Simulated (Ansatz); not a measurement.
TaAs and TaN in the tungsten carbide type

Theory: DFT PBE, scalar-relativistic, plane waves, PAW in Ansatz. All cells share a 420 eV cutoff and Γ-centred k meshes spaced at most about 0.3 Å⁻¹ (about 0.25 or finer for metals, 2π included). No spin polarisation.

The zero of energy is the elements' standard structures at the same level (N₂ as a molecule); no fitted shifts are applied.

TaAs in the tungsten carbide type (P-6m2 (No. 187); invented) has a = 3.414 Å, c = 3.484 Å, 17.58 Å³/atom, shortest distance 2.63 Å (Ta–As), formation energy -0.54 eV/atom, no gap on its mesh:

```xyz
2
Lattice="3.4139 0.0000 0.0000 -1.7070 2.9565 0.0000 0.0000 0.0000 3.4843" Properties=species:S:1:pos:R:3 pbc="T T T"
Ta    0.0000    0.0000    1.7422
As    1.7070    0.9855    0.0000
```

Question: The element N takes the place of As, and the cell is relaxed in the same type. What changes?

Answer: TaN (COD) has a = 2.950 Å, c = 2.898 Å, 10.92 Å³/atom, shortest distance 2.24 Å (Ta–N), formation energy -1.13 eV/atom, no gap on its mesh. The volume per atom changes by -37.9 % and the formation energy by -0.59 eV/atom (from unrounded values). The covalent radius goes from 1.19 Å (As) to 0.71 Å (N), a change of -0.48 Å, and the nearest contact of that site goes from 2.63 Å (As–Ta) to 2.24 Å (N–Ta); the electronegativity goes from 2.18 to 3.04. The lowest form of TaN computed here is another, P-62m (Materials Project), 31 meV/atom lower.

```
Ta N
1.0
     2.95018    0.00000    0.00000
    -1.47509    2.55493    0.00000
     0.00000    0.00000    2.89777
Ta N
1 1
Cartesian
  0.0000 0.0000 1.4489
  1.4751 0.8516 0.0000
```

Spin–orbit coupling, which can matter for Ta, is left out. The reference form of As is held partly by dispersion forces, which this level lacks. A cell with a lower form of its own composition isn't stable at this level. Some candidate types were left out of the draw beforehand, so a known form may be missing.

Replacing As with N contracts the lattice strongly and makes formation from the elements more favourable, even though the strong N₂ triple bond must be broken. The compact, low-lying N 2p orbitals probably give shorter, more polar Ta–N bonds with effective Ta 5d–N 2p overlap, whereas the more diffuse As 4p shell keeps the metal atoms apart. Size and electronegativity change together here, so their separate contributions can't be resolved.

The Ta–N contact shortens by less than the covalent radii suggest, and the contraction is anisotropic: c is slightly longer than a in the arsenide but shorter in the nitride. The Ta–Ta repeat of 2.898 Å along c is close to the contact in elemental Ta, which suggests that direct metal–metal bonding contributes in TaN. Both compounds have the same valence electron count, so the absence of a gap in both is plausible. For TaAs, the negative formation energy doesn't establish that this type can compete with the known tetragonal Weyl semimetal structure.
